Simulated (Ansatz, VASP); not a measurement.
# Two plane-wave programs on P

```
P
1.0
     0.00000    2.44171    2.44171
     2.44171    0.00000    2.44171
     2.44171    2.44171    0.00000
P
2
Cartesian
  -0.6104 -0.6104 -0.6104
  0.6104 0.6104 0.6104
```

Change from the starting cell: volume scaled by 0.76, PAW files.

Alike in both runs: task single point; functional LDA; k mesh 12 × 12 × 12; occupations fermi-dirac, width 0.1 eV; no spin polarisation.

```csv
,VASP,Ansatz
version,VASP 6.6.1,Ansatz 0.2.0
potentials or method,"VASP PAW LDA potentials, release 64 (P)","PAW with Ansatz's default frozen-core files, scalar-relativistic"
plane-wave cutoff (eV),520,420
valence electrons in the cell,10,10
```

```tsv
	VASP	Ansatz	Ansatz less VASP
pressure (GPa)	23.8	24.2	+0.46
```

Caveats: so large a pressure means that the cell lies far from this level's equilibrium, or that cutoff or potentials fall short (VASP).
